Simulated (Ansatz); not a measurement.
**Property card for VO2**

Theory: Ansatz, DFT PBE+U, scalar-relativistic, plane waves, PAW.

Plane waves to 420 eV, a k mesh through Γ of 6×10×6 on the computed 6-atom cell and Gaussian smearing (0.02 eV); U_eff V 3.25 eV on the d shells (Löwdin-orthogonalised atomic orbitals); collinear spin from starting moments 0.95 0.95 0 0 0 0 μB.

The structure is relaxed at this level of theory with its symmetry kept.

```
V O
1.0
     4.48139    0.00000    0.07091
     0.00000    3.02557    0.00000
    -0.07080    0.00000    4.48140
V O
2 4
Direct
  0.00000 0.00000 0.00000
  0.50000 0.50000 0.50000
  0.79898 0.50000 0.20103
  0.20102 0.50000 0.79897
  0.70102 0.00000 0.70103
  0.29898 0.00000 0.29897
```

Q: Kohn–Sham band gap?

A: 0.88 eV, indirect from Γ to R.

Q: Löwdin character of the top 1 eV of the valence band?

A: O 2p 60 %, V 3d 38 %.

Q: Löwdin character of the lowest 1 eV of the conduction band?

A: V 3d 86 %, O 2p 12 %.

Q: Electron masses at the edge by Cartesian direction of the standard setting (m_e; degenerate bands sorted by energy; no spin-orbit coupling)?

A: x: 1.5, 1.5; y: 0.48, 0.48; z: 1.2, 1.2.

Q: Hole masses at the edge by Cartesian direction of the standard setting (m_e; degenerate bands sorted by energy; no spin-orbit coupling)?

A: x: 1.8; y: 1.8; z: 1.5.

Q: Bulk modulus?

A: 234 GPa.

Q: Its pressure derivative?

A: 4.4.

Q: Bader charges (e)?

A: V (2 in the cell) 2.21, O (4 in the cell) -1.11.

Q: Total moment?

A: 2.00 μB per cell.

Q: Site moments (μB; atoms counted from 1 over the whole cell)?

A: V (atom 1) 0.86, V (atom 2) 0.86, O (atom 3) -0.06, O (atom 4) -0.06, O (atom 5) -0.06, O (atom 6) -0.06.

The state reached may not be the lowest one.

Only this magnetic start was tried.